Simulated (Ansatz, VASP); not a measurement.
## Hf in VASP and in Ansatz

The input INCAR:

```
PREC = Accurate ; ENCUT = 520
EDIFF = 1E-6 ; ISMEAR = -1
SIGMA = 0.08 ; LREAL = False
LASPH = True ; NELM = 60
ALGO = Normal ; ISIF = 2
LWAVE = False ; LCHARG = False
GGA = PE ; NBANDS = 11
```

File KPOINTS:

```
Automatic mesh
0
Gamma
  15 15 15
```

The input POSCAR:

```
Hf
1.0
    2.8376356277      0.0000000000      0.0000000000
    0.0000000000      2.8376356277      0.0000000000
    0.0000000000      0.0000000000      2.8376356277
Hf
1
Direct
    0.0000000000      0.0000000000      0.0000000000
```

Input for Ansatz:

```yaml
crystal:
  lattice:
    - [2.8376356277, 0.0, 0.0]
    - [0.0, 2.8376356277, 0.0]
    - [0.0, 0.0, 2.8376356277]
  atoms:
    - { symbol: Hf, position: [0.0, 0.0, 0.0] }
kpoints:
  mp_grid: { grid: [15, 15, 15] }
scf:
  occupations: { method: fermi_dirac, width: 0.08 }
hamiltonian:
  xc: pbe
  pseudopotentials: { kind: all_electron, lapw: { basis_error: 0.001 } }
output:
  forces: true
  stress: true
  eigenvalues: true
  populations: true
```

Change from the starting cell: volume scaled by 0.92, LAPW.

Alike in both runs: task single point; functional PBE; k mesh 15 × 15 × 15; occupations fermi-dirac, width 0.08 eV; no spin polarisation.

|  | VASP | Ansatz |
| --- | --- | --- |
| version | VASP 6.6.1 | Ansatz 0.2.0 |
| potentials or method | VASP PAW PBE potentials, release 64 (Hf_pv) | all-electron LAPW, scalar-relativistic |
| plane-wave cutoff (eV) | 520 | see its input |

VASP gave:

```
pressure (GPa) : 6.5
```

Task: Which values does Ansatz return?

Result: Pressure (GPa): 6.8.

Ansatz ran all-electron here, so the differences hold the error of VASP's frozen core and of both bases.

The runs have no spin-orbit coupling, so splittings on Hf are missing.
